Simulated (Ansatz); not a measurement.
SiC (zincblende): an Ansatz output whose functional has been blanked. The cell was relaxed with r2SCAN and then strained (epitaxial +4.0 % in the xy plane, free normal strain -2.70 %), with the atoms relaxed again with r2SCAN; k points keep the names of the unstrained zone.

```
CELL_PARAMETERS angstrom
0.00000 2.26517 2.11920
2.26517 0.00000 2.11920
2.26517 2.26517 0.00000
ATOMIC_POSITIONS crystal
Si 0.00000 0.00000 0.00000
C 0.25000 0.25000 0.25000
```

```
scf.n_extra_bands = 4 over 4 filled bands (N_el = 8.0): the run solves 8 bands
Pseudopotential: Si, paw, valence charge 4, recommended cutoff 420 eV
Pseudopotential: C, paw, valence charge 4, recommended cutoff 420 eV
Crystal: 2 atoms, lattice volume = 21.747 Å³
Basis set: ecut = 420 eV, 419 PW (Γ)
Symmetry: 8 space group operations
Space group: I-4m2 (ITA 119)
k-points: 102 of 1000 (time reversal used)
preconditioner: auto → none  [insulator: Δε(μ)=0.745 eV  σ=0.020 eV  ℏωp=22.5 eV]
SCF 1 converged in 6 iterations: F = -887.096905 eV  dr2 = 7.13e-10
SCF converged after 6 iterations
Free energy (F): -887.096905 eV
Fermi energy:    9.535284 eV
--- Per-component energies (eV) ---
  E_band       = 24.904254
  E_kinetic    = 133.005310
  E_local      = -107.013659
  E_nonlocal   = 51.225367
  E_hartree    = 32.416517
  E_xc         = -104.593385
  E_vxc        = -108.185415
  E_paw        = -611.846970
  E_vpaw       = -8.960161
  E_ewald      = -280.290099
--- Stress (GPa, compression-positive) ---
      -12.134608       0.000000       0.000000
        0.000000     -12.134608       0.000000
        0.000000       0.000000       2.671819
  P = ⅓ Tr σ = -7.1991 GPa (-71.991 kbar)
--- Band table (eV; the first three rows and the last of 102) ---
  k-point 0: bands = [-6.1469, 8.7471, 8.7471, 9.1499, 14.4814, 15.7273, 15.9292, 15.9292]
  k-point 1: bands = [-5.9587, 7.8544, 8.5852, 8.9340, 14.8127, 15.8325, 16.1287, 16.2728]
  k-point 2: bands = [-5.4028, 5.8024, 8.2142, 8.6715, 14.5366, 16.3113, 16.4773, 17.3026]
  k-point 101: bands = [-1.0332, 1.7663, 5.3437, 5.3437, 9.9206, 12.2757, 22.1385, 22.1385]
```

The file bands.tsv (bands near the Fermi energy, numbered from 0, rounded):
```tsv
# k_distance	band_0	band_1	band_2	band_3	band_4	band_5	band_6	band_7
# fermi_ev = 9.535284
# [0, 0, 0] at k_distance = 0.000000
# [-0.5, -0.5, 0] at k_distance = 1.482442
# [-0.375, -0.375, 0.25] at k_distance = 1.972789
# [-0.375, 0, 0.375] at k_distance = 2.832121
# [0, 0, 0.5] at k_distance = 3.691454
# [-0.5, -0.25, 0.25] at k_distance = 4.706485
# levels_relative_to = fermi_ev
0.000	-15.682	-0.788	-0.788	-0.385	4.946	6.192	6.394	6.394
1.482	-10.568	-7.769	-4.192	-4.192	0.385	2.740	12.603	12.603
1.973	-10.780	-7.482	-5.864	-3.628	1.898	6.020	10.558	11.284
2.832	-10.968	-8.008	-5.966	-2.951	2.708	7.178	10.159	11.304
3.691	-12.285	-8.925	-2.066	-1.345	4.061	5.911	7.105	9.167
4.706	-10.641	-7.601	-5.306	-5.117	4.177	7.599	7.892	8.860
```
In order the rows are Γ, X, U, K, L, W.

Q: Which level of theory was used?
A. LDA
B. r2SCAN
C. DDH-PBE0
D. PBE

A: D. PBE. There is no exchange loop, so no exact exchange. With PBE the valence top lies at Γ and the conduction bottom at X, 0.77 eV higher; the smallest vertical gap, at k = (0, -1/2, -1/2), is 4.42 eV. The log narrows the family; the member has to be judged from the numbers.

Command: `ansatz run input.yaml --threads 2 --pin off --max-ram 20275MiB --backend cpu --events-out ev --progress --plain --runs-dir out`. It took 1.2 s on 2 threads of AMD EPYC 7R13 Processor (Zen 3), on a shared host, load about 3.7 per core; peak host memory 0.51 GiB.

Spin-unpolarised throughout; all numbers are computed.
